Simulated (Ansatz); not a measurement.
EuO2 in Ansatz: the effect of Hubbard term

EuO2:

```
CELL_PARAMETERS angstrom
-1.93055 1.93055 2.73861
1.93055 -1.93055 2.73861
1.93055 1.93055 -2.73861
ATOMIC_POSITIONS crystal
Eu 0.50000 0.50000 0.00000
O 0.25000 0.75000 0.50000
O 0.75000 0.25000 0.50000
```

The cell comes from a database or a generator and needn't be the stable form of this composition.

Alike in all runs:

| Item | Value |
| --- | --- |
| Program | Ansatz 0.2.0 |
| Task | projected density of states |
| Functional | r2SCAN |
| Potentials or basis | Ansatz PAW |
| Cutoff | 500 eV (not typed: the program's choice for these potentials) |
| k mesh | 10 × 10 × 10 |
| Occupations | fermi-dirac, width 0.05 eV |
| Spin | collinear spin, ferromagnetic start |
| Starting moments | [7.0, 0.0, 0.0] μB |
| Hubbard projectors | ortho-atomic (the default) |
| Double counting | fll (the default) |

Problem. One run gave: pressure 0.8 GPa. Which Hubbard term did it use?
A. Eu f U = 1 eV
B. Eu f U = 5 eV
C. none
D. Eu f U = 8 eV
E. Eu f U = 3 eV

Solution. E.

```tsv
Hubbard term	pressure (GPa)
none	-2.9
Eu f U = 1 eV	-1.5
Eu f U = 2 eV	-0.3
Eu f U = 3 eV	0.8
Eu f U = 4 eV	1.7
Eu f U = 5 eV	2.5
Eu f U = 6 eV	3.2
Eu f U = 8 eV	4.3
```

Caveats: the magnetic or orbital state may not be the lowest; spin-orbit coupling is left out, which moves the levels of the heavy elements; a cell with one magnetic atom can't hold antiferromagnetic order, which such compounds often take; the PAW data sets come from PBE, with cores solved anew for the run's functional, which leaves a small shift of forces and pressure; the density of states is complete only up to the lowest level of the last band computed; without U or exact exchange the open f shell lies at the Fermi level, which spoils levels, moments and volumes (some runs).
